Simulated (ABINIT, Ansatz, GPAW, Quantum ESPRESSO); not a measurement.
# One calculation of Si2W, 5 ways

```
W Si
1.0
    -1.60690    1.60690    3.91495
     1.60690   -1.60690    3.91495
     1.60690    1.60690   -3.91495
W Si
1 2
Direct
  0.01217 0.99806 0.01179
  0.68165 0.65326 0.00829
  0.33466 0.31453 0.97355
```

Atoms were shifted at random by some hundredths of an Å from the given cell, which wasn't relaxed again for these runs.

Alike in all runs: task single point; functional PBEsol; k mesh 12 × 12 × 12; occupations fermi-dirac, width 0.05 eV; no spin polarisation; no spin-orbit coupling. Pressure is positive in compression and, in plane waves, holds the error of the finite cutoff, which Ansatz's Pulay term estimates and takes out.

```json
{"program and potentials": "Ansatz, Ansatz PAW", "plane-wave cutoff (eV)": "420", "notes": "potentials made for PBE, which Ansatz adapts in part; Pulay term of +0.05 GPa included", "band gap (eV)": "no gap", "pressure (GPa)": "-1.00", "largest force (eV/Å)": "0.914", "energy over the undisturbed cell (meV/atom)": "14.94"}
{"program and potentials": "Ansatz, all-electron LAPW, scalar-relativistic", "plane-wave cutoff (eV)": "-", "notes": "-", "band gap (eV)": "no gap", "pressure (GPa)": "-1.04", "largest force (eV/Å)": "0.911", "energy over the undisturbed cell (meV/atom)": "-"}
{"program and potentials": "Quantum ESPRESSO, GBRV 1.5 PBEsol", "plane-wave cutoff (eV)": "762", "notes": "-", "band gap (eV)": "no gap", "pressure (GPa)": "-0.96", "largest force (eV/Å)": "0.920", "energy over the undisturbed cell (meV/atom)": "15.05"}
{"program and potentials": "ABINIT, PseudoDojo NC SR PBEsol v0.4.1 standard", "plane-wave cutoff (eV)": "1007", "notes": "-", "band gap (eV)": "no gap", "pressure (GPa)": "-1.00", "largest force (eV/Å)": "0.918", "energy over the undisturbed cell (meV/atom)": "-"}
{"program and potentials": "GPAW, PAW data sets generated for this functional", "plane-wave cutoff (eV)": "600", "notes": "-", "band gap (eV)": "no gap", "pressure (GPa)": "-0.28", "largest force (eV/Å)": "0.933", "energy over the undisturbed cell (meV/atom)": "-"}
```

Force on atom 3 (Si), eV/Å:

```csv
program and potentials,x,y,z
"Ansatz, Ansatz PAW",0.534,0.502,-0.546
"Ansatz, all-electron LAPW, scalar-relativistic",0.533,0.501,-0.542
"Quantum ESPRESSO, GBRV 1.5 PBEsol",0.536,0.504,-0.552
"ABINIT, PseudoDojo NC SR PBEsol v0.4.1 standard",0.537,0.504,-0.549
"GPAW, PAW data sets generated for this functional",0.541,0.508,-0.565
```

None finds a gap. The pressure spans -1.04 (Ansatz, all-electron LAPW, scalar-relativistic) to -0.28 GPa (GPAW, PAW data sets generated for this functional), with all-electron results at -1.04.

Differences between rows come from potentials, basis sets and numerical settings, since the functional is the same but for its coding. Runs on potential files found faulty are left out.

The absence of a gap fits the known metallic character of WSi2, in which W 5d states hybridise with Si 3p states and leave a pseudogap near the Fermi level rather than a true gap. The force on the third atom points against its displacement relative to both the tungsten and the other silicon, as expected when stiff, directional W–Si and Si–Si bonds are strained. All five runs reproduce this restoring force closely, so the local bonding response is well determined.

The negative pressures mean that the cell would tend to contract. GPAW's -0.28 GPa stands apart, although its forces differ little from the rest. An incomplete plane-wave basis normally makes the pressure too negative, whereas this value is less negative than the all-electron one, so the discrepancy probably comes from the data sets or another numerical setting rather than the cutoff alone. Agreement on forces therefore doesn't guarantee equal agreement on equilibrium volume. Forces at one distorted geometry also don't establish the full phonon spectrum or dynamical stability.
